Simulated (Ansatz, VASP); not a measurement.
**One calculation of As, two programs**

```
As
1.0
     1.81751    1.04934    7.06264
    -1.81751    1.04934    7.06264
     0.00000   -2.09868    7.06264
As
2
Direct
  0.80054 0.80054 0.80054
  0.19946 0.19946 0.19946
```

Alike in both runs: functional revPBE; k mesh 10 × 10 × 10; occupations fermi-dirac, width 0.1 eV; no spin polarisation.

Ansatz relaxed the structure, and its values are those at the end. VASP's run is a single point on that final structure, the one shown.

|  | VASP | Ansatz |
| --- | --- | --- |
| version | VASP 6.6.1 | Ansatz 0.2.0 |
| potentials or method | VASP PAW PBE potentials, release 64 (As) | plane waves (420 eV) with PAW, scalar-relativistic |
| plane-wave cutoff (eV) | 520 | 420 |
| valence electrons in the cell | 10 | 30 |

Ansatz gave:

| Property | Result |
| --- | --- |
| pressure (GPa) | 0.0 |
| rms of the force components (eV/Å) | 0.001 |

Task: Which values does VASP return?

Result: Pressure (GPa): 0.2; rms of the force components (eV/Å): 0.043.

With one functional, cell and mesh, what is left measures potentials, basis and numerics. The two sets of potentials don't hold the same shells in valence.

Caveats: the PAW data sets were made with another functional, which shifts forces and pressure a little (VASP).
